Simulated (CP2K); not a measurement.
The system is TiO2 (Anatase).

```
Ti O
1.0
     5.45820    0.00000    0.00000
     2.83460    4.66444    0.00000
    -4.14640   -2.33222    2.67583
Ti O
2 4
Direct
  0.75000 0.25000 0.50000
  0.00000 0.00000 0.00000
  0.79190 0.79190 0.00000
  0.54190 0.04190 0.50000
  0.95810 0.45810 0.50000
  0.20810 0.20810 0.00000
```

Program: CP2K 2026.2. Alike in all runs: task atomic charges; potentials or basis POTENTIAL_UZH Ti GTH-PBE-q12, O GTH-PBE-q6; DZVP-MOLOPT-PBE-GTH basis; no spin polarisation; cell as given; k mesh 10 × 10 × 10; smearing fermi-dirac 0.05 eV.

Task: Order these runs on this cell by their pressure, lowest first.
A. level LDA
B. level MS2
C. level rev-vdW-DF2; cutoff of the non-local correlation (Ry) 150 Ry
D. level PBE

Result: A (-3.3 GPa), B (1.9 GPa), C (3.7 GPa), D (6.3 GPa).

Caveats: the basis of atomic orbitals isn't converged, which shifts pressures, moduli and gaps; the potentials were made for another functional, which shifts forces and pressure (some runs).
